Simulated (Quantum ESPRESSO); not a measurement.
The system is HgTe (Coloradoite).

```
Hg Te
1.0
     0.00000    3.21450    3.21450
     3.21450    0.00000    3.21450
     3.21450    3.21450    0.00000
Hg Te
1 1
Direct
  0.00000 0.00000 0.00000
  0.75000 0.75000 0.75000
```

Base run:

```yaml
Program: Quantum ESPRESSO 7.5
Functional: BLYP
Potentials_or_basis: PseudoDojo 0.4.1 SR PBE standard
Cutoff: 1088 eV
Density_cutoff: 4354 eV
k_mesh: 7 × 7 × 7
Occupations: fermi-dirac, width 0.05 eV
Spin: no spin polarisation
```

Its results: band gap on the k mesh none (metal or under the smearing width); pressure 7.9 GPa.

Q: The run is repeated on the same cell with these changes: functional from BLYP to vdW-DF-cx. What comes out?

A: Band gap on the k mesh none (metal or under the smearing width); pressure 2.3 GPa.

Caveats: the potentials were made for another functional, which shifts forces and pressure.

Not every run made on this cell is shown here.
